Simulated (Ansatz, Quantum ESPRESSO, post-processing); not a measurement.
# CaO(001): dielectric constant from slabs in a field, part 3 of 7

Wanted: electronic and ionic screening from finite-field slabs, the first being CaO(001), 5 layers.

Quantum ESPRESSO 7.5; plane-wave DFT, PBE, GBRV ultrasoft pseudopotentials; geometry by Ansatz 0.2.0 with PAW datasets.

So far. Step 3 (SCF with pw.x, 5 layers: no field): The run needed 17 iterations to bring the estimated error under 1e-10 Ry. Step 4 (Electrostatic potential, 5 layers): The vacuum is flat to 0.2 meV/Å, so its level is well defined. Inside the slab the curve depends on the local part of the pseudopotentials; only the vacuum level has a meaning of its own.

## Step 5: Self-consistent run, 5 layers: field 0.1 V/Å

With the ions clamped, only the electrons screen the field of 0.1 V/Å.

File n5.f1.in:

```
&control
  prefix = 'n5.f1'
  outdir = './out'
  pseudo_dir = './pseudo'
  calculation = 'scf'
  tprnfor = .true.
  tefield = .true.
  dipfield = .true.
/
&system
  ibrav = 0
  nat = 10
  ntyp = 2
  ecutwfc = 40
  ecutrho = 200
  occupations = 'fixed'
  edir = 3
  emaxpos = 0.97
  eopreg = 0.04
  eamp = 0.00194469
/
&electrons
  conv_thr = 1e-10
  mixing_beta = 0.5
  electron_maxstep = 120
/
ATOMIC_SPECIES
  Ca  40.0780  ca_pbe_v1.uspp.F.UPF
  O   15.9990  o_pbe_v1.2.uspp.F.UPF
CELL_PARAMETERS angstrom
  3.42239682090000 0.00000000000000 0.00000000000000
  0.00000000000000 3.42239682090000 0.00000000000000
  0.00000000000000 0.00000000000000 25.68000000000000
ATOMIC_POSITIONS crystal
  Ca  -0.000000000000 0.000000000000 0.313529360916
  O   0.500000000000 0.500000000000 0.314177118708
  Ca  0.500000000000 0.500000000000 0.405953176692
  O   -0.000000000000 0.000000000000 0.405622717587
  Ca  0.000000000000 0.000000000000 0.499999994402
  O   0.500000000000 0.500000000000 0.500000005462
  Ca  0.500000000000 0.500000000000 0.594046815072
  O   -0.000000000000 0.000000000000 0.594377289348
  Ca  0.000000000000 0.000000000000 0.686470626437
  O   0.500000000000 0.500000000000 0.685822895377
K_POINTS automatic
  8 8 1 0 0 0
```

Command:

```
OMP_NUM_THREADS=1 mpirun -n 8 pw.x -nk 4 -in n5.f1.in > n5.f1.out
```

What it wrote:

```text
[banner, memory and clock lines left out]
Program PWSCF v.7.5 starts
[citation notice left out]

[...]
bravais-lattice index     =            0
     lattice parameter (alat)  =       6.4674  a.u.
     unit-cell volume          =    2029.7958 (a.u.)^3
     number of atoms/cell      =           10
     number of atomic types    =            2
     number of electrons       =        80.00
     number of Kohn-Sham states=           40
     kinetic-energy cutoff     =      40.0000  Ry
     charge density cutoff     =     200.0000  Ry
     scf convergence threshold =      1.0E-10
     mixing beta               =       0.5000
     number of iterations used =            8  plain     mixing
     Exchange-correlation= SLA  PW   PBE  PBE
                           (   1   4   3   4   0   0   0)

[...]
PseudoPot. # 1 for Ca read from file:
     ./pseudo/ca_pbe_v1.uspp.F.UPF
     Pseudo is Ultrasoft + core correction, Zval = 10.0
     Generated by new atomic code, or converted to UPF format
     Using radial grid of  845 points,  6 beta functions with:
                l(1) =   0
                l(2) =   0
                l(3) =   1
                l(4) =   1
                l(5) =   2
                l(6) =   2
     Q(r) pseudized with  8 coefficients,  rinner =    1.500   1.500   1.500
                                                       1.500   1.500

     PseudoPot. # 2 for O  read from file:
     ./pseudo/o_pbe_v1.2.uspp.F.UPF
     Pseudo is Ultrasoft + core correction, Zval =  6.0
     Generated by new atomic code, or converted to UPF format
     Using radial grid of  737 points,  5 beta functions with:
                l(1) =   0
                l(2) =   0
                l(3) =   1
                l(4) =   1
                l(5) =   2
     Q(r) pseudized with  8 coefficients,  rinner =    0.900   0.900   0.900
                                                       0.900   0.900

     atomic species   valence    mass     pseudopotential
     Ca               10.00    40.07800     Ca( 1.00)
     O                 6.00    15.99900     O ( 1.00)

     No symmetry found

[...]
number of k points=    34
[...]
Dense  grid:    97011 G-vectors     FFT dimensions: (  30,  30, 225)

     Smooth grid:    69147 G-vectors     FFT dimensions: (  27,  27, 200)

     Check: negative core charge=   -0.000002

     Initial potential from superposition of free atoms

     starting charge      79.9727, renormalised to      80.0000

     negative rho (up, down):  1.383E-04 0.000E+00

     Adding external electric field

     Computed dipole along edir(3) :
        Dipole               -0.0000 Ry au,         -0.0000 Debye
        Dipole field         -0.0000 Ry au,

        E field amplitude [Ha a.u.]:  1.9447E-03
        Potential amp.        0.1812 Ry
        Total length         46.5870 bohr

     Starting wfcs are   70 randomized atomic wfcs

     per-process dynamical memory:    71.2 Mb

     Self-consistent Calculation

     iteration #  1     ecut=    40.00 Ry     beta= 0.50
     Davidson diagonalization with overlap
     ethr =  1.00E-02,  avg # of iterations =  1.0

     negative rho (up, down):  1.190E-04 0.000E+00

     Adding external electric field

     Computed dipole along edir(3) :
        Dipole                0.1047 Ry au,          0.2662 Debye
        Dipole field          0.0006 Ry au,

        E field amplitude [Ha a.u.]:  1.9447E-03
        Potential amp.        0.1208 Ry
        Total length         46.5870 bohr

     total energy              =    -536.33420225 Ry
     estimated scf accuracy    <       3.06484441 Ry

     iteration #  2     ecut=    40.00 Ry     beta= 0.50
[...]
negative rho (up, down):  1.709E-04 0.000E+00

[...]
Dipole                0.1476 Ry au,          0.3751 Debye
[...]
E field amplitude [Ha a.u.]:  1.9447E-03
[...]
total energy              =    -537.08542331 Ry
     estimated scf accuracy    <       2.28604452 Ry

     iteration #  3     ecut=    40.00 Ry     beta= 0.50
[...]
negative rho (up, down):  2.393E-04 0.000E+00

[...]
Dipole                0.0694 Ry au,          0.1763 Debye
[...]
E field amplitude [Ha a.u.]:  1.9447E-03
[...]
total energy              =    -537.45170299 Ry
     estimated scf accuracy    <       0.05831271 Ry

     iteration #  4     ecut=    40.00 Ry     beta= 0.50
[...]
negative rho (up, down):  2.615E-04 0.000E+00

[...]
Dipole                0.1139 Ry au,          0.2895 Debye
[...]
E field amplitude [Ha a.u.]:  1.9447E-03
[...]
total energy              =    -537.50203084 Ry
     estimated scf accuracy    <       0.17765500 Ry

     iteration #  5     ecut=    40.00 Ry     beta= 0.50
[...]
negative rho (up, down):  2.709E-04 0.000E+00

[...]
Dipole                0.1319 Ry au,          0.3353 Debye
[...]
E field amplitude [Ha a.u.]:  1.9447E-03
[...]
total energy              =    -537.48006516 Ry
     estimated scf accuracy    <       0.05739977 Ry

     iteration #  6     ecut=    40.00 Ry     beta= 0.50
[...]
negative rho (up, down):  2.791E-04 0.000E+00

[...]
Dipole                0.1180 Ry au,          0.2998 Debye
[...]
E field amplitude [Ha a.u.]:  1.9447E-03
[...]
total energy              =    -537.49761969 Ry
     estimated scf accuracy    <       0.01056435 Ry

[...]
iteration # 15     ecut=    40.00 Ry     beta= 0.50
[...]
negative rho (up, down):  2.792E-04 0.000E+00

[...]
Dipole                0.1202 Ry au,          0.3055 Debye
[...]
E field amplitude [Ha a.u.]:  1.9447E-03
[...]
total energy              =    -537.49925319 Ry
     estimated scf accuracy    <       0.00000001 Ry

     iteration # 16     ecut=    40.00 Ry     beta= 0.50
[...]
negative rho (up, down):  2.792E-04 0.000E+00

[...]
Dipole                0.1202 Ry au,          0.3055 Debye
[...]
E field amplitude [Ha a.u.]:  1.9447E-03
[...]
total energy              =    -537.49925319 Ry
     estimated scf accuracy    <          3.1E-10 Ry

     iteration # 17     ecut=    40.00 Ry     beta= 0.50
[...]
negative rho (up, down):  2.792E-04 0.000E+00

[...]
Dipole                0.1202 Ry au,          0.3055 Debye
[...]
E field amplitude [Ha a.u.]:  1.9447E-03
[...]
total energy              =    -537.49925319 Ry
     estimated scf accuracy    <          3.3E-10 Ry

     iteration # 18     ecut=    40.00 Ry     beta= 0.50
[...]
negative rho (up, down):  2.792E-04 0.000E+00

[...]
Dipole                0.1202 Ry au,          0.3054 Debye
[...]
E field amplitude [Ha a.u.]:  1.9447E-03
[...]
End of self-consistent calculation

          k = 0.0000 0.0000 0.0000 (  8737 PWs)   bands (ev):

   -36.8075 -36.5828 -36.3874 -36.2574 -36.1321 -18.0913 -17.8747 -17.7053
   -17.6751 -17.6751 -17.4528 -17.4514 -17.4514 -17.3483 -17.3483 -17.2133
   -17.1967 -17.1967 -17.0734 -17.0734 -13.9992 -13.8075 -13.7177 -13.5482
   -13.3274  -0.2257  -0.1723   0.2210   0.6319   0.9251   0.9251   1.0253
     1.0253   1.0880   1.1741   1.1741   1.3512   1.3512   1.5716   1.5716

          k = 0.0000 0.1250 0.0000 (  8725 PWs)   bands (ev):

   -36.8028 -36.5780 -36.3813 -36.2540 -36.1283 -18.0967 -17.8852 -17.8089
   -17.6990 -17.6666 -17.5883 -17.5220 -17.4425 -17.3369 -17.3212 -17.2936
   -17.1916 -17.1760 -17.1313 -17.0684 -13.8739 -13.7075 -13.6113 -13.4548
   -13.2334  -0.2686  -0.2176   0.1758   0.5001   0.6767   0.7691   0.7997
     0.8922   0.9007   0.9697   1.0268   1.0857   1.1920   1.2670   1.4151

[...]
highest occupied level (ev):     1.5716

!    total energy              =    -537.49925319 Ry
     estimated scf accuracy    <          2.7E-11 Ry

     The total energy is the sum of the following terms:
     one-electron contribution =   -4673.69248983 Ry
     hartree contribution      =    2357.28481746 Ry
     xc contribution           =     -96.77900327 Ry
     ewald contribution        =    1875.68780045 Ry
     electric field correction =      -0.00037799 Ry

     convergence has been achieved in  18 iterations

     negative rho (up, down):  2.792E-04 0.000E+00

     Forces acting on atoms (cartesian axes, Ry/au):

     atom    1 type  1   force =    -0.00000001   -0.00000001    0.00197438
     atom    2 type  2   force =     0.00000000    0.00000000   -0.00228623
     atom    3 type  1   force =    -0.00000000   -0.00000001    0.00226210
     atom    4 type  2   force =     0.00000000    0.00000000   -0.00227331
     atom    5 type  1   force =     0.00000000    0.00000000    0.00241519
     atom    6 type  2   force =     0.00000000    0.00000000   -0.00241645
     atom    7 type  1   force =    -0.00000000   -0.00000001    0.00240666
     atom    8 type  2   force =     0.00000000    0.00000000   -0.00236468
     atom    9 type  1   force =    -0.00000000   -0.00000000    0.00231516
     atom   10 type  2   force =     0.00000000    0.00000001   -0.00203281

     Total force =     0.007208     Total SCF correction =     0.000005

[...]
```

The job ended after 59 s (8 MPI ranks of Arm Neoverse V2, shared host; peak memory 1 GiB; 7.9 min of CPU time).

This step gave:

```
free energy                    : -7313.0499 eV
dipole along the normal        : 0.06358 e·Å
valence top, on the run's zero : 1.572 eV
```

## Step 6: Potential by pp.x, 5 layers

File n5.f1.pot.in:

```
&inputpp
  prefix = 'n5.f1'
  outdir = './out'
  filplot = 'n5.f1.pot.dat'
  plot_num = 11
/
```

Command:

```
OMP_NUM_THREADS=1 mpirun -n 8 pp.x -in n5.f1.pot.in > n5.f1.pot.out
```

Wall time 0.83 s (8 MPI ranks); peak memory 0.1 GiB.

Read from the output:

| Property | Result |
| --- | --- |
| slope of the potential above | 0.1002 eV/Å |
| upper vacuum line continued to the top atoms, over the valence top | 3.968 eV |
| slope of the potential below | 0.09980 eV/Å |
| lower vacuum line continued to the bottom atoms, over the valence top | 3.993 eV |

The slope in the vacuum is 0.100 eV/Å for an applied 0.10 V/Å, as it should be.

Each curve counts from the valence top of its own run.

The potential energy (potential at 0.0 V/Å) oscillates, so the rows of the table below give means over windows of 2.4 Å about each position, cut where the curve ends. Its maxima inside the range that stand out by 2 % of the span (Å: eV): 9.2: 2.16, 11.6: 2.12, 14.0: 2.12, 16.4: 2.16. Its minima: 8.1: -15.5, 10.4: -15.5, 12.9: -15.5, 15.3: -15.5, 17.6: -15.5.

The runs together. Table of potential energy by z; means over each step:

```csv
z (Å),potential at 0.0 V/Å (eV),potential at 0.1 V/Å (eV)
1.20,4.08,3.33
3.60,4.08,3.55
6.00,3.64,3.33
8.40,-4.60,-4.81
10.80,-4.65,-4.80
13.20,-4.69,-4.78
15.60,-4.65,-4.68
18.00,-4.25,-4.22
20.40,4.01,4.18
22.80,4.08,4.49
25.20,4.08,4.47
```

## Step 7: Clamped-ion dielectric constant from the field inside the slab, 5 layers

This step gave:

```
change of slope in the vacuum : 0.09995 eV/Å
polarisability a cell         : 9.160 Å³
sheet polarisability 4πα/A    : 9.828 Å
change of slope inside        : 0.02635 eV/Å
dielectric constant           : 3.794
```

Running mean over one layer period, set to zero at the slab's centre. The change of the potential energy, second field less first by z:

z (Å), change of the potential energy, second field less first (eV) and a bar from the least value:
```
        0     -0.165 ###########
        1     -0.619 
        2     -0.589 #
        3     -0.489 ###
        4     -0.390 ######
        5     -0.293 ########
        6     -0.206 ##########
        7     -0.146 ############
        8     -0.116 ############
        9     -0.095 #############
       10     -0.072 #############
       11     -0.047 ##############
       12     -0.021 ###############
       13      0.006 ###############
       14      0.032 ################
       15      0.058 #################
       16      0.083 #################
       17      0.105 ##################
       18      0.127 ##################
       19      0.167 ###################
       20      0.238 #####################
       21      0.330 #######################
       22      0.429 ##########################
       23      0.528 ############################
       24      0.599 ##############################
       25      0.213 ####################
```

ε = 0.1000 / 0.0263 = 3.79.

(Part 3 of 7 ends here.)

[Logs are printed without paths, hosts, clocks, repeated set-up lines and the standing remarks that a program may print on its own settings, such as how far it seeks lower states.]

[Hosts, paths, dates, database ids (printed as entryN), source tags and the programs' standing remarks are cut or masked in the printed files.]

[Maps of the electrostatic potential energy from Ansatz leave out the sawtooth potential of an applied field or a dipole correction, so their vacuum need not be flat; planar profiles and work functions include it.]
